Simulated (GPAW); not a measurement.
## AgBr in GPAW: convergence with basis set

AgBr:

```
Ag Br
1.0
     0.00000    2.87015    2.87015
     2.87015    0.00000    2.87015
     2.87015    2.87015    0.00000
Ag Br
1 1
Cartesian
  0.0000 0.0000 0.0000
  2.8702 2.8702 2.8702
```

- Program: GPAW 26.7.0
- Task: convergence study
- Functional: LDA
- Potentials or basis: the program's PAW data sets (release 1.2.1) made for this functional
- Basis: lcao:sz(dzp)
- Grid spacing: 0.16 Å
- k mesh: 8 × 8 × 8
- Occupations: fermi-dirac, width 0.05 eV
- Spin: no spin polarisation

These are the settings of the first run; the series varies basis set, with any setting tied to it.

Hardware: 1 thread of Arm Neoverse V1 (shared host).

| basis set | energy less the tightest run, at zero smearing (meV/atom) | gap on the mesh (eV) | SCF cycles | CPU time (s) | peak memory (GiB) |
| --- | --- | --- | --- | --- | --- |
| lcao:sz(dzp) | 645.43 | 0.000 | 8 | 65 | 0.18 |
| lcao:szp(dzp) | 427.04 | 0.230 | 8 | 110 | 0.2 |
| lcao:dz(dzp) | 426.03 | 0.294 | 9 | 100 | 0.21 |
| lcao:dzp | 256.16 | 0.354 | 9 | 160 | 0.23 |
| fd | -26.24 | 0.366 | 9 | 46 | 0.3 |
| pw | 0.00 | 0.366 | 8 | 19 | 0.16 |

Against the tightest run, the gap on the mesh stays within 0.01 eV from fd on. Not settled before the last step: the energy (to 1 meV/atom). The tightest run that finished is the yardstick and may itself not be fully converged.
